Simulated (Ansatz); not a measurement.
The system is Co.

```
Co
1.0
     2.47056    0.00000    0.00000
    -1.23528    2.13957    0.00000
     0.00000    0.00000    8.08823
Co
4
Cartesian
  1.2353 0.7132 6.0662
  0.0000 0.0000 4.0441
  0.0000 1.4264 2.0221
  0.0000 0.0000 0.0000
```

Base run:

| Item | Value |
| --- | --- |
| Program | Ansatz 0.2.0 |
| Functional | PBE |
| Potentials or basis | Ansatz PAW |
| Cutoff | 420 eV (not typed: the program's choice for these potentials) |
| k mesh | 12 × 12 × 4 |
| Occupations | fermi-dirac, width 0.05 eV |
| Spin | no spin polarisation |

Its results: band gap on the k mesh none (metal or under the smearing width); pressure -8.3 GPa.

**Question.** The run is repeated on the same cell with these changes: spin from no spin polarisation to collinear spin, antiferromagnetic start. What comes out?

**Answer.** Band gap on the k mesh none (metal or under the smearing width); pressure 4.7 GPa; net moment -6.61 μB per cell; site moments Co -1.73, -1.71 μB.

Caveats: the starting moments weren't kept (some runs).
